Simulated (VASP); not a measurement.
# Pt in VASP: a series of runs

Aim: see how the results for Pt move with the level of theory and the settings. Levels: PBE+D3(BJ), PBE. Tasks: relaxation of the atoms, single point.

Everything below comes from runs of VASP 6.6.1. Logs are shortened: lines on timing, memory, paths and dates and some standing lists are left out, and cuts for length are marked.

## (1) The slab as given

The cell holds a slab with vacuum, 36 atoms: a = 8.316 Å, b = 8.316 Å, c = 23.290 Å, α = 90.00°, β = 90.00°, γ = 60.00°.

The cell was built by a generator and needn't be a form met in nature.

## (2) Relaxation of the atoms, PBE+D3(BJ)

File INCAR:

```
SYSTEM = Pt
PREC = Accurate
ENCUT = 400
EDIFF = 1E-6
ISMEAR = 1
SIGMA = 0.1
LREAL = Auto
LASPH = .True.
NELM = 80
ALGO = Fast
ISIF = 2
LWAVE = .False.
LCHARG = .False.
GGA = PE
IVDW = 12
IBRION = 2
NSW = 120
EDIFFG = -0.03
ISYM = 0
```

File KPOINTS:

```
Automatic mesh
0
Gamma
  4 4 1
  0 0 0
```

File POSCAR:

```
Pt
1.0
    8.3155757468      0.0000000000      0.0000000000
    4.1577878734      7.2014998438      0.0000000000
    0.0000000000      0.0000000000     23.2896391657
Pt
36
Selective dynamics
Direct
    0.0000000000      0.0000000000      0.1073438700  F F F
    0.3333333333      0.0000000000      0.1073438700  F F F
    0.6666666667      0.0000000000      0.1073438700  F F F
    0.0000000000      0.3333333333      0.1073438700  F F F
    0.3333333333      0.3333333333      0.1073438700  F F F
    0.6666666667      0.3333333333      0.1073438700  F F F
    0.0000000000      0.6666666667      0.1073438700  F F F
    0.3333333333      0.6666666667      0.1073438700  F F F
    0.6666666667      0.6666666667      0.1073438700  F F F
    0.1111111111      0.1111111111      0.2045206893  F F F
    0.4444444444      0.1111111111      0.2045206893  F F F
    0.7777777778      0.1111111111      0.2045206893  F F F
    0.1111111111      0.4444444444      0.2045206893  F F F
    0.4444444444      0.4444444444      0.2045206893  F F F
    0.7777777778      0.4444444444      0.2045206893  F F F
    0.1111111111      0.7777777778      0.2045206893  F F F
    0.4444444444      0.7777777778      0.2045206893  F F F
    0.7777777778      0.7777777778      0.2045206893  F F F
    0.8888888889      0.2222222222      0.3016975085  T T T
    0.2222222222      0.2222222222      0.3016975085  T T T
    0.5555555556      0.2222222222      0.3016975085  T T T
    0.8888888889      0.5555555556      0.3016975085  T T T
    0.2222222222      0.5555555556      0.3016975085  T T T
    0.5555555556      0.5555555556      0.3016975085  T T T
    0.8888888889      0.8888888889      0.3016975085  T T T
    0.2222222222      0.8888888889      0.3016975085  T T T
    0.5555555556      0.8888888889      0.3016975085  T T T
    0.0000000000      0.0000000000      0.3988743277  T T T
    0.3333333333      0.0000000000      0.3988743277  T T T
    0.6666666667      0.0000000000      0.3988743277  T T T
    0.0000000000      0.3333333333      0.3988743277  T T T
    0.3333333333      0.3333333333      0.3988743277  T T T
    0.6666666667      0.3333333333      0.3988743277  T T T
    0.0000000000      0.6666666667      0.3988743277  T T T
    0.3333333333      0.6666666667      0.3988743277  T T T
    0.6666666667      0.6666666667      0.3988743277  T T T
```

Potentials or basis: VASP PAW PBE potentials, release 64 (Pt).

Started as:

```console
$ cat potpaw_PBE.64/Pt/POTCAR > POTCAR
$ mpirun -np 8 vasp_std > vasp.out
```

OUTCAR:

```text
SYSTEM = Pt
   PREC = Accurate
   ENCUT = 400
   EDIFF = 1E-6
   ISMEAR = 1
   LREAL = Auto
   LASPH = .True.
   NELM = 80
   ISIF = 2
   GGA = PE
   IVDW = 12
   IBRION = 2
   NSW = 120
   EDIFFG = -0.03
   ISYM = 0
 IVDW          = 12

 ion  position               nearest neighbor table
   1  0.000  0.000  0.107-   4 2.77   6 2.77   7 2.77   8 2.77   2 2.77   3 2.77  16 2.77  12 2.77
                            10 2.77
   2  0.333  0.000  0.107-   4 2.77   5 2.77   8 2.77   1 2.77   9 2.77   3 2.77  17 2.77  10 2.77
                            11 2.77
   3  0.667  0.000  0.107-   6 2.77   7 2.77   9 2.77   1 2.77   5 2.77   2 2.77  18 2.77  12 2.77
                            11 2.77
   4  0.000  0.333  0.107-   1 2.77   2 2.77   5 2.77   6 2.77   9 2.77   7 2.77  10 2.77  13 2.77
                            15 2.77
   5  0.333  0.333  0.107-   2 2.77   4 2.77   7 2.77   3 2.77   8 2.77   6 2.77  11 2.77  13 2.77
                            14 2.77
   6  0.667  0.333  0.107-   1 2.77   3 2.77   4 2.77   8 2.77   9 2.77   5 2.77  12 2.77  15 2.77
                            14 2.77
   7  0.000  0.667  0.107-   1 2.77   3 2.77   8 2.77   9 2.77   5 2.77   4 2.77  16 2.77  18 2.77
                            13 2.77
   8  0.333  0.667  0.107-   1 2.77   2 2.77   7 2.77   6 2.77   5 2.77   9 2.77  16 2.77  17 2.77
                            14 2.77
   9  0.667  0.667  0.107-   3 2.77   7 2.77   4 2.77   2 2.77   6 2.77   8 2.77  18 2.77  15 2.77
                            17 2.77
  10  0.111  0.111  0.205-  26 2.77  20 2.77  19 2.77  13 2.77  17 2.77  15 2.77  16 2.77  11 2.77
                            12 2.77   4 2.77   2 2.77   1 2.77
  11  0.444  0.111  0.205-  27 2.77  20 2.77  21 2.77  14 2.77  13 2.77  17 2.77  10 2.77  18 2.77
                            12 2.77   5 2.77   2 2.77   3 2.77
[... 33 lines left out ...]
                            30 2.77
  29  0.333  0.000  0.399-  20 2.77  26 2.77  27 2.77  31 2.77  32 2.77  35 2.77  28 2.77  36 2.77
                            30 2.77
  30  0.667  0.000  0.399-  21 2.77  25 2.77  27 2.77  33 2.77  34 2.77  36 2.77  28 2.77  32 2.77
                            29 2.77
  31  0.000  0.333  0.399-  19 2.77  20 2.77  22 2.77  28 2.77  29 2.77  32 2.77  33 2.77  36 2.77
                            34 2.77
  32  0.333  0.333  0.399-  20 2.77  23 2.77  21 2.77  29 2.77  31 2.77  34 2.77  30 2.77  35 2.77
                            33 2.77
  33  0.667  0.333  0.399-  19 2.77  21 2.77  24 2.77  28 2.77  30 2.77  31 2.77  35 2.77  36 2.77
                            32 2.77
  34  0.000  0.667  0.399-  25 2.77  23 2.77  22 2.77  28 2.77  30 2.77  35 2.77  36 2.77  32 2.77
                            31 2.77
  35  0.333  0.667  0.399-  26 2.77  23 2.77  24 2.77  28 2.77  29 2.77  34 2.77  33 2.77  32 2.77
                            36 2.77
  36  0.667  0.667  0.399-  27 2.77  22 2.77  24 2.77  30 2.77  34 2.77  31 2.77  29 2.77  33 2.77
                            35 2.77

IMPORTANT INFORMATION: All symmetrisations will be switched off!
NOSYMM: (Re-)initialisation of all symmetry stuff for point group C_1.

----------------------------------------------------------------------------------------

                                     Primitive cell

  volume of cell :    1394.6911

  direct lattice vectors                    reciprocal lattice vectors
     8.315575747  0.000000000  0.000000000     0.120256255 -0.069429981  0.000000000
     4.157787873  7.201499844  0.000000000     0.000000000  0.138859963  0.000000000
     0.000000000  0.000000000 23.289639166     0.000000000  0.000000000  0.042937548

  length of vectors
     8.315575747  8.315575747 23.289639166     0.138859963  0.138859963  0.042937548

  position of ions in fractional coordinates (direct lattice)
     0.000000000  0.000000000  0.107343870
     0.333333333  0.000000000  0.107343870
     0.666666667  0.000000000  0.107343870
     0.000000000  0.333333333  0.107343870
     0.333333333  0.333333333  0.107343870
     0.666666667  0.333333333  0.107343870
[... 28 lines left out ...]
     0.333333333  0.666666667  0.398874328
     0.666666667  0.666666667  0.398874328

  ion indices of the primitive-cell ions
   primitive index   ion index
                 1           1
                 2           2
                 3           3
                 4           4
                 5           5
                 6           6
[... 28 lines left out ...]
                35          35
                36          36

----------------------------------------------------------------------------------------

 KPOINTS: Automatic mesh

Automatic generation of k-mesh.
 Grid dimensions read from file:
 generate k-points for:    4    4    1

 Generating k-lattice:

  Cartesian coordinates                     Fractional coordinates (reciprocal lattice)
     0.030064064 -0.017357495  0.000000000     0.250000000  0.000000000  0.000000000
[... 36 lines left out ...]
   ISTART =      0    job   : 0-new  1-cont  2-samecut
   ICHARG =      2    charge: 1-file 2-atom 10-const
   ISPIN  =      1    spin polarized calculation?
   LNONCOLLINEAR =      F non collinear calculations
   LSORBIT =      F    spin-orbit coupling
   LASPH  =      T    aspherical Exc in radial PAW
   ENCUT  =  400.0 eV  29.40 Ry    5.42 a.u.  13.56 13.56 37.98*2*pi/ulx,y,z
   NELM   =     80;   NELMIN=  2; NELMDL= -5     # of ELM steps
   EDIFF  = 0.1E-05   stopping-criterion for ELM
   LREAL  =      T    real-space projection
   EDIFFG = -.3E-01   stopping-criterion for IOM
   NSW    =    120    number of steps for IOM
   IBRION =      2    ionic relax: 0-MD 1-quasi-New 2-CG
   NFREE  =      1    steps in history (QN), initial steepest desc. (CG)
   ISIF   =      2    stress and relaxation
   ISYM   =      0    0-nonsym 1-usesym 2-fastsym
   POTIM  = 0.5000    time-step for ionic-motion
   TEBEG  =    0.0;   TEEND  =   0.0 temperature during run
   PSTRESS=    0.0 pullay stress
   NELECT =     360.0000    total number of electrons
   NUPDOWN=      -1.0000    fix difference up-down
   EMIN   =  10.00;   EMAX   =-10.00  energy-range for DOS
   EFERMI =   0.00;   METHOD = LEGACY
   ISMEAR =     1;   SIGMA  =   0.10  broadening in eV -4-tet -1-fermi 0-gaus
   EFERMI_NEDOS =   21; number of points for ismear=-14 and -15
   IALGO  =     68    algorithm
   IMIX   =      4    mixing-type and parameters
     AMIX     =   0.40;   BMIX     =  1.00
     AMIX_MAG =   1.60;   BMIX_MAG =  1.00
  volume/ion in A,a.u.               =      38.74       261.44
  Fermi-wavevector in a.u.,A,eV,Ry     =   1.042357  1.969768 14.782829  1.086507
  Thomas-Fermi vector in A             =   2.177018
   LORBIT       =      0    0 simple, 1 ext, 2 COOP (PROOUT), +10 PAW based schemes
   GGA     = PE    functional components
   LHFCALC =     F    Hartree Fock is set to
   AEXX    =    0.0000 exact exchange contribution
   IVDW    =    12    specifies the selected vdW correction
   LEPSILON=     F    determine dielectric tensor
   LRPA    =     F    only Hartree local field effects (RPA)
 conjugate gradient relaxation of ions
 non-spin polarized calculation
 RMM-DIIS sequential band-by-band and
 Methfessel and Paxton  Order N= 1 SIGMA  =   0.10
  energy-cutoff  :      400.00
  volume of cell :     1394.69
 maximum number of plane-waves:     25401
   NGX = 27   NGY = 27   NGZ = 75

--------------------------------------- Ionic step        1  -------------------------------------------

 number of electron     360.0000112 magnetization

 Free energy of the ion-electron system (eV)
  ---------------------------------------------------
  ext. energy  EPLUGINS =         0.00000000
  ---------------------------------------------------
  free energy    TOTEN  =      -209.01529962 eV

  energy without entropy =     -209.08328288  energy(sigma->0) =     -209.03796070

------------------------ aborting loop because EDIFF is reached ----------------------------------------

 Edisp (eV)  -20.86829

 E6    (eV) :   -10.9615

 E8    (eV) :    -9.9068

  FORCE on cell =-STRESS in cart. coord.  units (eV):
  Direction    XX          YY          ZZ          XY          YZ          ZX
  --------------------------------------------------------------------------------------
  -------------------------------------------------------------------------------------
  Total     -32.83326   -32.83315     8.90966    -0.00010     0.00000    -0.00000
  in kB     -37.71782   -37.71769    10.23513    -0.00012     0.00000    -0.00000
  external pressure =      -21.73 kB  Pullay stress =        0.00 kB
[... 359 lines left out ...]
  energy  without entropy=     -229.9895026309  energy(sigma->0) =     -229.94339621

--------------------------------------- Ionic step        6  -------------------------------------------

 number of electron     360.0000091 magnetization

 Free energy of the ion-electron system (eV)
  ---------------------------------------------------
  ext. energy  EPLUGINS =         0.00000000
  ---------------------------------------------------
  free energy    TOTEN  =      -209.08547619 eV

  energy without entropy =     -209.15608331  energy(sigma->0) =     -209.10901190

 E-fermi :   0.8475     XC(G=0):  -6.0294

 val. band max:        0.8450297598   @ k =   0.0000   0.0000   0.0000
 cond. band min:       0.8565397276   @ k =   0.2500   0.2500   0.0000
 fundamental gap:      0.0115099679
 Fermi energy:         0.8475320733

 k-point     1 :       0.0000    0.0000    0.0000
  band No.  band energies     occupation
      1      -8.7811      2.00000
      2      -7.4096      2.00000
      3      -6.2838      2.00000
      4      -6.2278      2.00000
      5      -6.2278      2.00000
      6      -6.2278      2.00000
[... 1939 lines left out ...]
    191       1.5277     -0.00000
    192       1.7114     -0.00000
 [bands above 192 left out]

------------------------ aborting loop because EDIFF is reached ----------------------------------------

 Edisp (eV)  -20.83706

 E6    (eV) :   -10.9460

 E8    (eV) :    -9.8911

  FORCE on cell =-STRESS in cart. coord.  units (eV):
  Direction    XX          YY          ZZ          XY          YZ          ZX
  --------------------------------------------------------------------------------------
  -------------------------------------------------------------------------------------
  Total     -34.25796   -34.25781     5.20947    -0.00013    -0.00004    -0.00001
  in kB     -39.35447   -39.35429     5.98448    -0.00015    -0.00004    -0.00001
  external pressure =      -24.24 kB  Pullay stress =        0.00 kB
[... 51 lines left out ...]
  FREE ENERGIE OF THE ION-ELECTRON SYSTEM (eV)
  ---------------------------------------------------
  free  energy   TOTEN  =      -229.9225411821 eV

  energy  without entropy=     -229.9931483047  energy(sigma->0) =     -229.94607689

 reached required accuracy - stopping structural energy minimisation
```

It took 40 min on 8 MPI ranks of Intel Xeon Platinum 8488C (Sapphire Rapids), shared host; peak memory 0.51 GiB.

Results:

| Property | Result |
| --- | --- |
| Free energy | -229.9225 eV |
| Energy gained by relaxing | 1.1 meV/atom |
| Ionic steps | 6 |
| Band gap on the k mesh | none (metal or under the smearing width) |
| Dispersion energy per atom | -0.579 eV |

Step by step:
| step | energy change (eV) | largest force (eV/Å) | pressure (GPa) |
| --- | --- | --- | --- |
| 1 | 0.0000 | 0.2992 | -2.17 |
| 2 | -0.0355 | 0.2443 | -2.30 |
| 3 | -0.0357 | 0.2433 | -2.31 |
| 4 | -0.0357 | 0.2428 | -2.32 |
| 5 | -0.0368 | 0.2421 | -2.34 |
| 6 | -0.0390 | 0.2404 | -2.42 |

Final structure:
```
Pt
1.0
     8.31558    0.00000    0.00000
     4.15779    7.20150    0.00000
     0.00000    0.00000   23.28964
Pt
36
Direct
  0.00000 0.00000 0.10734
  0.33333 0.00000 0.10734
  0.66667 0.00000 0.10734
  0.00000 0.33333 0.10734
  0.33333 0.33333 0.10734
  0.66667 0.33333 0.10734
  0.00000 0.66667 0.10734
  0.33333 0.66667 0.10734
  0.66667 0.66667 0.10734
  0.11111 0.11111 0.20452
  0.44444 0.11111 0.20452
  0.77778 0.11111 0.20452
  0.11111 0.44444 0.20452
  0.44444 0.44444 0.20452
  0.77778 0.44444 0.20452
  0.11111 0.77778 0.20452
  0.44444 0.77778 0.20452
  0.77778 0.77778 0.20452
  0.88889 0.22222 0.30125
  0.22222 0.22222 0.30125
  0.55556 0.22222 0.30125
  0.88889 0.55556 0.30125
  0.22222 0.55556 0.30125
  0.55556 0.55555 0.30125
  0.88889 0.88889 0.30125
  0.22222 0.88889 0.30125
  0.55556 0.88889 0.30125
  0.00000 0.00000 0.39983
  0.33333 0.00000 0.39983
  0.66667 0.00000 0.39983
  0.00000 0.33333 0.39983
  0.33333 0.33333 0.39983
  0.66667 0.33333 0.39983
  0.00000 0.66667 0.39983
  0.33333 0.66667 0.39983
  0.66667 0.66667 0.39983
```

Spin-orbit coupling is left out, which matters for the levels of Pt.

## (3) Single point, PBE

File INCAR:

```
SYSTEM = Pt
ALGO = Fast ; EDIFF = 1E-6
ENCUT = 400 ; GGA = PE
ISIF = 2 ; ISMEAR = 1
ISYM = 0 ; LASPH = .True.
LCHARG = .False. ; LREAL = Auto
LWAVE = .False. ; NELM = 80
PREC = Accurate ; SIGMA = 0.1
```

File KPOINTS:

```
k-points
0
Gamma
  4 4 1
  0 0 0
```

File POSCAR:

```
Pt                                      
1.0
    8.3155757468      0.0000000000      0.0000000000
    4.1577878734      7.2014998438      0.0000000000
    0.0000000000      0.0000000000     23.2896391657
  Pt            
    36
Selective dynamics
Direct
     0.0000000000000000    0.0000000000000000    0.1073438700000011   F   F   F
     0.3333333332999970    0.0000000000000000    0.1073438700000011   F   F   F
     0.6666666667000030    0.0000000000000000    0.1073438700000011   F   F   F
     0.0000000000000000    0.3333333332999970    0.1073438700000011   F   F   F
     0.3333333332999970    0.3333333332999970    0.1073438700000011   F   F   F
     0.6666666667000030    0.3333333332999970    0.1073438700000011   F   F   F
     0.0000000000000000    0.6666666667000030    0.1073438700000011   F   F   F
     0.3333333332999970    0.6666666667000030    0.1073438700000011   F   F   F
     0.6666666667000030    0.6666666667000030    0.1073438700000011   F   F   F
     0.1111111111000014    0.1111111111000014    0.2045206892999971   F   F   F
     0.4444444443999984    0.1111111111000014    0.2045206892999971   F   F   F
     0.7777777777999972    0.1111111111000014    0.2045206892999971   F   F   F
     0.1111111111000014    0.4444444443999984    0.2045206892999971   F   F   F
     0.4444444443999984    0.4444444443999984    0.2045206892999971   F   F   F
     0.7777777777999972    0.4444444443999984    0.2045206892999971   F   F   F
     0.1111111111000014    0.7777777777999972    0.2045206892999971   F   F   F
     0.4444444443999984    0.7777777777999972    0.2045206892999971   F   F   F
     0.7777777777999972    0.7777777777999972    0.2045206892999971   F   F   F
     0.8888893686283412    0.2222221557447243    0.3012544287123118   T   T   T
     0.2222202127868860    0.2222237520795712    0.3012538643810636   T   T   T
     0.5555567401114234    0.2222214624452947    0.3012549487267614   T   T   T
     0.8888893214542062    0.5555552849991507    0.3012538918083267   T   T   T
     0.2222205187577527    0.5555559522073403    0.3012539540127221   T   T   T
     0.5555571663237626    0.5555547368648072    0.3012550037070862   T   T   T
     0.8888889200575727    0.8888888025311796    0.3012542969841517   T   T   T
     0.2222201594460611    0.8888898490323063    0.3012543313894656   T   T   T
     0.5555575553867480    0.8888881067856613    0.3012547461048939   T   T   T
     0.9999986230040684    0.0000007684539538    0.3998291247042650   T   T   T
     0.3333325201926106    0.0000006363224100    0.3998303443771206   T   T   T
     0.6666682826459407    0.9999996673462545    0.3998309121679919   T   T   T
     0.9999989742472317    0.3333336655679798    0.3998288556203520   T   T   T
     0.3333330110074027    0.3333333614258028    0.3998299002888784   T   T   T
     0.6666683134671849    0.3333323419738763    0.3998307569852018   T   T   T
     0.9999989921578726    0.6666672613671866    0.3998299548227496   T   T   T
     0.3333329049796226    0.6666667386366725    0.3998301596183775   T   T   T
     0.6666683309145680    0.6666655040081035    0.3998302993150827   T   T   T
```

Potentials or basis: VASP PAW PBE potentials, release 64 (Pt).

Started as:

```console
$ cat potpaw_PBE.64/Pt/POTCAR > POTCAR
$ mpirun -np 8 vasp_std > vasp.out
```

Wall time 19 min (8 MPI ranks of Intel Xeon Platinum 8488C (Sapphire Rapids), shared host); peak memory 0.46 GiB.

It converged, with:

```yaml
Free_energy: -209.0855 eV
Largest_force: 0.440 eV/Å
Band_gap_on_the_k_mesh: none (metal or under the smearing width)
```

Forces in eV/Å, atoms in the order of the input:
```
Pt   0.000  0.000 -0.440
Pt   0.000  0.000 -0.440
Pt   0.000  0.000 -0.440
Pt   0.000  0.000 -0.440
Pt   0.000  0.000 -0.440
Pt   0.000  0.000 -0.440
Pt   0.000  0.000 -0.440
Pt   0.000  0.000 -0.440
Pt   0.000  0.000 -0.440
Pt   0.000  0.000  0.117
Pt   0.000  0.000  0.117
Pt   0.000  0.000  0.117
Pt   0.000  0.000  0.117
Pt   0.000  0.000  0.117
Pt   0.000  0.000  0.117
Pt   0.000  0.000  0.117
Pt   0.000  0.000  0.117
Pt   0.000  0.000  0.117
Pt   0.000  0.000  0.113
Pt   0.000  0.000  0.113
Pt   0.000  0.000  0.113
Pt   0.000  0.000  0.113
Pt   0.000  0.000  0.113
Pt   0.000  0.000  0.113
Pt   0.000  0.000  0.113
Pt   0.000  0.000  0.113
Pt   0.000  0.000  0.113
Pt   0.000  0.000  0.211
Pt   0.000  0.000  0.210
Pt   0.000  0.000  0.210
Pt   0.000  0.000  0.211
Pt   0.000  0.000  0.210
Pt   0.000  0.000  0.210
Pt   0.000  0.000  0.210
Pt   0.000  0.000  0.210
Pt   0.000  0.000  0.210
```

Levels at points of the mesh, in eV from the Fermi level:
| k point | band 174 | band 175 | band 176 | band 177 | band 178 | band 179 | band 180 | band 181 | band 182 | band 183 |
| --- | --- | --- | --- | --- | --- | --- | --- | --- | --- | --- |
| (0.00, 0.00, 0.00) | -0.47 | -0.47 | -0.40 | -0.37 | -0.37 | -0.37 | -0.37 | -0.37 | -0.37 | -0.28 |
| (0.50, 0.00, 0.00) | -0.21 | -0.21 | -0.12 | 0.03 | 0.03 | 0.03 | 0.03 | 0.04 | 0.04 | 0.10 |
| (0.50, 0.50, 0.00) | -0.21 | -0.21 | -0.12 | 0.03 | 0.03 | 0.03 | 0.03 | 0.04 | 0.04 | 0.10 |
| (0.00, 0.50, 0.00) | -0.21 | -0.21 | -0.12 | 0.03 | 0.03 | 0.03 | 0.03 | 0.04 | 0.04 | 0.10 |

Spin-orbit coupling is left out, which matters for the levels of Pt.
